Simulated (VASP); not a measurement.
# Si: single point with PBE

Si:

```
Si
1.0
     0.00000    2.72185    2.72185
     2.72185    0.00000    2.72185
     2.72185    2.72185    0.00000
Si
2
Direct
  0.50000 0.50000 0.50000
  0.75000 0.75000 0.75000
```

```
Program                : VASP 6.6.1
Task                   : single point
Functional             : PBE
Potentials or basis    : VASP PAW PBE potentials, release 64 (Si)
Cutoff                 : 520 eV
k mesh                 : 8 × 8 × 8
Occupations            : gaussian, width 0.023 eV
Spin                   : no spin polarisation
Further INCAR settings : ALGO = Fast; EDIFF = 1e-06; NBANDS = 11
```

```json
{"Pressure": "1.3 GPa", "Band gap on the k mesh": "0.63 eV, indirect (least direct gap 2.56 eV)"}
```

Levels at points of the mesh, in eV from the valence-band top:
```csv
k point,band 2,band 3,band 4,band 5,band 6,band 7
"(0.00, 0.00, 0.00)",0.00,0.00,0.00,2.56,2.56,2.56
"(0.50, 0.00, 0.00)",-6.93,-1.19,-1.19,1.51,3.34,3.34
"(0.50, 0.50, 0.00)",-7.79,-2.83,-2.83,0.72,0.72,10.05
```

Wall time 8.5 s on 1 thread of Intel(R) Xeon(R) 6975P-C (Granite Rapids), on a shared host, peak memory 0.15 GiB.

A k mesh can miss the band edges.
